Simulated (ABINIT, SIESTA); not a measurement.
Given: the input of a run of ABINIT 10.8.3 (patched build) on MgB2. Atoms were shifted at random by some hundredths of an Å from the given cell, which wasn't relaxed again for these runs. 

Contents of run.abi:

```
pp_dirpath "./"
pseudos "Mg.upf, B.upf"

acell 3*1.0 Angstrom
rprim
     3.0850000000     0.0000000000     0.0000000000
    -1.5425000000     2.6716883707     0.0000000000
     0.0000000000     0.0000000000     3.5230000000
ntypat 2
znucl 12 5
natom 3
typat 1 2 2
xred
     0.0195880000    -0.0064130000    -0.0098050000
     0.6644080000     0.3216100000     0.4917100000
     0.3363740000     0.6663920000     0.5092550000
chkprim 0
chksymtnons 0
tolsym 1.0e-6

ecut 42.0

kptopt 1
ngkpt 10 10 8
nshiftk 1
shiftk 0.0 0.0 0.0

ixc -116133

nband 12
occopt 3
tsmear 0.05 eV

nstep 100
tolvrs 1.0e-10

iomode 3
prtwf 0
prteig 0
prtebands 0
enunit 2
prtden 1
prtvha 1
prtvclmb 1
prtpot 1
prtelf 1
```

Potentials or basis: PseudoDojo NC SR PBEsol v0.4.1 standard.

Command:

```sh
$ abinit run.abi > log 2>&1
```

Problem. Set up the same calculation for SIESTA 5.4.2. Potentials or basis there: files PseudoDojo sr-pbesol-0.4.1-standard, DZP (energy shift 0.003 Ry; two zetas on semicore shells).

Solution. As run (cutoffs and basis follow the program's own potentials, and thresholds, step limits or extra output files can differ):

MgB2.fdf

```
SystemName                      MgB2
SystemLabel                     MgB2
NumberOfSpecies                 2
NumberOfAtoms                   3
%block ChemicalSpeciesLabel
  1  12 Mg
  2   5 B
%endblock ChemicalSpeciesLabel

LatticeConstant                 1.0 Ang
%block LatticeVectors
     3.0850000000     0.0000000000     0.0000000000
    -1.5425000000     2.6716883707     0.0000000000
     0.0000000000     0.0000000000     3.5230000000
%endblock LatticeVectors
AtomicCoordinatesFormat         Fractional
%block AtomicCoordinatesAndAtomicSpecies
     0.0195880000    -0.0064130000    -0.0098050000  1  Mg
     0.6644080000     0.3216100000     0.4917100000  2  B
     0.3363740000     0.6663920000     0.5092550000  2  B
%endblock AtomicCoordinatesAndAtomicSpecies

%block kgrid.MonkhorstPack
   10   0   0  0.0
    0  10   0  0.0
    0   0   8  0.0
%endblock kgrid.MonkhorstPack
XC.Functional                   GGA
XC.Authors                      PBEsol
PAO.BasisSize                   DZP
PAO.EnergyShift                 0.003 Ry
Mesh.Cutoff                     800 Ry
OccupationFunction              FD
ElectronicTemperature           0.05 eV
MaxSCFIterations                120
SCF.MustConverge                false
SCF.Mixer.Method                Pulay
SCF.Mixer.Weight                0.25
SCF.Mixer.History               8
SCF.DM.Tolerance                5.0e-05
SCF.H.Tolerance                 1.0e-03 eV
WriteForces                     true
Charge.Mulliken                 end
%block PAO.Basis
  Mg 4
  n=2 0 2
    2.604 0.000
  n=3 0 2
    8.229 0.000
  n=2 1 2
    2.943 0.000
  n=3 1 1
    8.229
%endblock PAO.Basis
```

Potentials or basis: PseudoDojo 0.4 standard (PBEsol files), converted to PSML, two zetas on semicore shells, DZP (energy shift 0.003 Ry; two zetas on semicore shells).

Launch:

```console
$ siesta MgB2.fdf > MgB2.out 2>&1
```

Both were run:

|  | ABINIT | SIESTA |
| --- | --- | --- |
| Pressure | -2.4 GPa | 2.6 GPa |
| Largest force | 0.738 eV/Å | 0.728 eV/Å |

The two runs disagree by more than potentials and bases usually give (in gap, levels, pressure or energy); the cause wasn't traced.

Pressure is positive in compression.
